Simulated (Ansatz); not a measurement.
# Structural energy differences of lanthanum

Method: DFT, RPBE, plane waves (420 eV) with PAW, scalar-relativistic in Ansatz 0.2.0. (PAW data from PBE, frozen cores regenerated.)

Each structure is relaxed within its own symmetry, so a high-lying one may be dynamically unstable.

| structure | ΔE (meV/atom) | V (Å³/atom) | cell | magnetic state |
| --- | --- | --- | --- | --- |
| dhcp | 0 | 39.28 | a = 3.837 Å, c = 12.326 Å (c/a = 3.213) | spin not included |
| fcc | 6 | 39.20 | a = 5.393 Å | spin not included |
| hcp | 25 | 39.89 | a = 3.860 Å, c = 6.183 Å (c/a = 1.602) | spin not included |
| omega (AlB2-type) | 33 | 39.16 | a = 6.048 Å, c = 3.709 Å (c/a = 0.613) | spin not included |
| bcc | 119 | 39.92 | a = 4.306 Å | spin not included |
| A15 | 134 | 38.87 | a = 6.775 Å | spin not included |
| simple cubic | 521 | 38.82 | a = 3.386 Å | spin not included |
| diamond | 1062 | 38.53 | a = 6.755 Å | spin not included |

ΔE counts from dhcp.

Differences under about 8 meV lie within the error of the k-point mesh.
